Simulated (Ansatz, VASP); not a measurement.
## One calculation of PtS2, two programs

File INCAR:

```
SYSTEM = PtS2
  PREC = Accurate
  ENCUT = 520
  EDIFF = 1E-7
  ISMEAR = 0
  SIGMA = 0.05
  LREAL = .False.
  LASPH = .True.
  NELM = 60
  ALGO = Normal
  ISIF = 2
  LWAVE = .False.
  LCHARG = .False.
  GGA = PS
  NBANDS = 18
```

File KPOINTS:

```
Automatic mesh
0
Gamma
  12 12 8
  0 0 0
```

The input POSCAR:

```
PtS2
1.0
    3.5431994758      0.0000000000      0.0000000000
   -1.7715997379      3.0685007567      0.0000000000
    0.0000000000      0.0000000000      4.7868600000
Pt S
1 2
Direct
    0.0000000000      0.0000000000      0.0000000000
    0.3333333333      0.6666666667      0.2500000000
    0.6666666667      0.3333333333      0.7500000000
```

Input for Ansatz:

```yaml
crystal:
  lattice:
    - [3.5431994758, 0.0, 0.0]
    - [-1.7715997379, 3.0685007567, 0.0]
    - [0.0, 0.0, 4.78686]
  atoms:
    - { symbol: Pt, position: [0.0, 0.0, 0.0] }
    - { symbol: S, position: [0.3333333333, 0.6666666667, 0.25] }
    - { symbol: S, position: [0.6666666667, 0.3333333333, 0.75] }
basis:
  ecutwfc: 420
kpoints:
  mp_grid: { grid: [12, 12, 8] }
hamiltonian:
  xc: pbesol
scf:
  occupations: { method: gaussian, width: 0.05 }
output:
  forces: true
  stress: true
  eigenvalues: true
```

Change from the starting cell: strain +0.000 along x and y, -0.050 along z, atoms carried along.

Alike in both runs: task single point; functional PBEsol; k mesh 12 × 12 × 8; occupations gaussian, width 0.05 eV; no spin polarisation.

```csv
,VASP,Ansatz
version,VASP 6.6.1,Ansatz 0.2.0
potentials or method,"VASP PAW PBE potentials, release 64 (Pt, S)","scalar-relativistic, plane waves, PAW"
plane-wave cutoff (eV),520,420
valence electrons in the cell,22,30
```

VASP gave:

* gap on the k mesh at the Fermi level (eV): 0.34
* least direct gap on the mesh (eV): 0.70
* pressure (GPa): 2.5
* largest component of the traceless stress (GPa): 0.98
* rms of the force components (eV/Å): 0.079

Question: Estimate Ansatz's values.

Answer: gap on the k mesh at the Fermi level (eV): 0.33; least direct gap on the mesh (eV): 0.69; pressure (GPa): 2.8; largest component of the traceless stress (GPa): 1.12; rms of the force components (eV/Å): 0.092.

Atom by atom the forces differ by 0.013 eV/Å (rms over components). The two sets of potentials don't hold the same shells in valence.

Caveats: the PAW data sets were made with another functional, which shifts forces and pressure a little (VASP); spin-orbit coupling is left out, which moves the levels of the heavy elements; the cell's inner coordinates are idealised or old, which leaves forces on the atoms.
